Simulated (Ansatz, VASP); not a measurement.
## V: VASP beside Ansatz

```
V
1.0
     2.36428    0.00000    0.00000
    -1.18214    2.04753    0.00000
     0.00000    0.00000    2.19992
V
1
Direct
  0.00000 0.00000 0.00000
```

Change from the starting cell: volume scaled by 0.75, PAW files.

Alike in both runs: task single point; functional PBE; k mesh 17 × 17 × 15; occupations fermi-dirac, width 0.05 eV; no spin polarisation.

|  | VASP | Ansatz |
| --- | --- | --- |
| version | VASP 6.6.1 | Ansatz 0.2.0 |
| potentials or method | VASP PAW PBE potentials, release 64 (V_sv) | PAW with Ansatz's default frozen-core files, scalar-relativistic |
| plane-wave cutoff (eV) | 520 | 420 |
| valence electrons in the cell | 13 | 13 |

Ansatz gave:

```
pressure (GPa)                                  : 76.7
largest component of the traceless stress (GPa) : 0.00
```

Problem. Estimate VASP's values.

Solution. Pressure (GPa): 78.2; largest component of the traceless stress (GPa): 0.78.

Caveats: the cell as given lies far from equilibrium; so large a pressure means that the cell lies far from this level's equilibrium, or that cutoff or potentials fall short (VASP).
